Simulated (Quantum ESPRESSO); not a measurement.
Runs of Quantum ESPRESSO 7.5 on WC (Qusongite). Symmetry: P-6m2, No. 187, hexagonal system. The conventional cell has a = 2.907 Å, b = 2.907 Å, c = 2.837 Å, α = 90.00°, β = 90.00°, γ = 120.00°. W (site symmetry -6m2) has 6 C at 2.20 Å as nearest neighbours. Around C (site symmetry -6m2) lie 6 W at 2.20 Å. 

| task | level | potentials or basis | U | cell | cutoff (eV) | hubbard projectors | mixing beta | dos occupations | most ionic steps | forc conv thr | gap on the mesh (eV) | pressure (GPa) |
| --- | --- | --- | --- | --- | --- | --- | --- | --- | --- | --- | --- | --- |
| projected density of states | PBEsol+U | SSSP 1.3 efficiency PBE | W d U = 1 eV | as given | 748 | ortho-atomic | 0.3 | tetrahedra_opt | - | - | none | -1.9 |
| relaxation of cell and atoms | PBEsol | GBRV 1.5 PBEsol | - | relaxed to 30 GPa | 871 | - | 0.5 | - | 40 | 0.0004 Ry/bohr | none | 30.1 |
| projected density of states | PBEsol+U | SSSP 1.3 efficiency PBE | W d U = 4 eV | as given | 748 | ortho-atomic | 0.3 | tetrahedra_opt | - | - | none | (a) |
| projected density of states | PBEsol+U | SSSP 1.3 efficiency PBE | W d U = 8 eV | as given | 748 | ortho-atomic | 0.3 | tetrahedra_opt | - | - | none | -0.2 |
| projected density of states | PBEsol+U | SSSP 1.3 efficiency PBE | W d U = 5 eV | as given | 748 | ortho-atomic | 0.3 | tetrahedra_opt | - | - | none | -1.1 |
| projected density of states | PBEsol+U | SSSP 1.3 efficiency PBE | W d U = 3 eV | as given | 748 | ortho-atomic | 0.3 | tetrahedra_opt | - | - | none | -1.5 |
| projected density of states | PBEsol+U | SSSP 1.3 efficiency PBE | W d U = 6 eV | as given | 748 | ortho-atomic | 0.3 | tetrahedra_opt | - | - | none | (b) |
| relaxation of cell and atoms | PBEsol | GBRV 1.5 PBEsol | - | relaxed to 2 GPa | 871 | - | 0.5 | - | 40 | 0.0004 Ry/bohr | none | 2.0 |

Alike in all rows: no spin polarisation; k mesh 10 × 10 × 9; smearing fermi-dirac 0.05 eV.

Q: Fill in the values left out.

A: (a) -1.3; (b) -0.8.

Caveats: the potentials were made for another functional, which shifts forces and pressure (some runs); U without spin polarisation on a metal has little footing (some runs); the U is typed as a test and isn't derived for this compound (some runs).

A k mesh can miss the band edges, and the runs leave out spin-orbit coupling on W.

A gap of «none» marks a metal or a gap under the smearing width.
